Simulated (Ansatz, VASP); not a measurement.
**One calculation of InP, two programs**

```
In P
1.0
     0.00000    2.67728    2.77195
     2.67728    0.00000    2.77195
     2.67728    2.67728    0.00000
In P
1 1
Cartesian
  0.0000 0.0000 0.0000
  2.6773 2.6773 2.7720
```

Change from the starting cell: mode 4 frozen in at +0.000 Å, strain +e along z and -e/2 along x and y +0.0233.

Alike in both runs: task single point; functional LDA; k mesh 14 × 14 × 14; occupations gaussian, width 0.15 eV; no spin polarisation.

|  | VASP | Ansatz |
| --- | --- | --- |
| version | VASP 6.6.1 | Ansatz 0.2.0 |
| potentials or method | VASP PAW LDA potentials, release 64 (In_d, P) | scalar-relativistic, plane waves, PAW |
| plane-wave cutoff (eV) | 520 | 420 |
| valence electrons in the cell | 18 | 18 |

|  | VASP | Ansatz | Ansatz less VASP |
| --- | --- | --- | --- |
| gap on the k mesh at the Fermi level (eV) | none | none | - |
| pressure (GPa) | 0.2 | 0.2 | -0.06 |
| largest component of the traceless stress (GPa) | 2.85 | 2.86 | +0.010 |

A gap of «none» marks a metal or a gap that the smearing closes. Ansatz warned: «pseudo_functional_mismatch».
